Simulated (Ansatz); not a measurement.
**Equation of state of TePb from a dense series**

```yaml
crystal:
  lattice:
    - [0.00000, 3.22700, 3.22700]
    - [3.22700, 0.00000, 3.22700]
    - [3.22700, 3.22700, 0.00000]
  atoms:
    - { symbol: Te, position: [0.50000, 0.50000, 0.50000] }
    - { symbol: Pb, position: [0.00000, 0.00000, 0.00000] }
```

Atom numbers follow the list: Te1, Pb2.

The cell is COD entry 9008696, as deposited and not checked against the literature; nothing was relaxed.

Spin–orbit coupling is left out, though it moves levels of the heavy atoms by tenths of an eV or more.

Method: DFT, PBEsol, all-electron LAPW, scalar-relativistic in Ansatz 0.2.0.

Sampling and basis: a Γ-centred 10×10×10 k mesh, Fermi–Dirac smearing of 0.03 eV, basis error target 0.5 meV/atom, no spin polarisation.

The cell is scaled evenly. Fractional coordinates are held (clamped ions).

```csv
V (Å³/atom),P (GPa)
31.588,2.90
32.932,0.70
33.268,0.23
33.604,-0.22
33.941,-0.65
34.277,-1.05
34.949,-1.79
35.621,-2.46
```

(1) Fit a third-order Birch–Murnaghan curve to the pressures.

(2) Predict the pressure at the withheld volume, 32.260 Å³/atom.

## Answers

(1) P = (3B0/2)(y^(7/2) − y^(5/2))[1 + (3/4)(B0′ − 4)(y − 1)] with y = (V0/V)^(2/3) fits within 0.01 GPa for V0 = 33.436 Å³/atom, B0 = 44.8 GPa and B0′ = 4.53.

(2) There y = 1.0242, so the fit gives 1.74 GPa; the run gave 1.74 GPa.
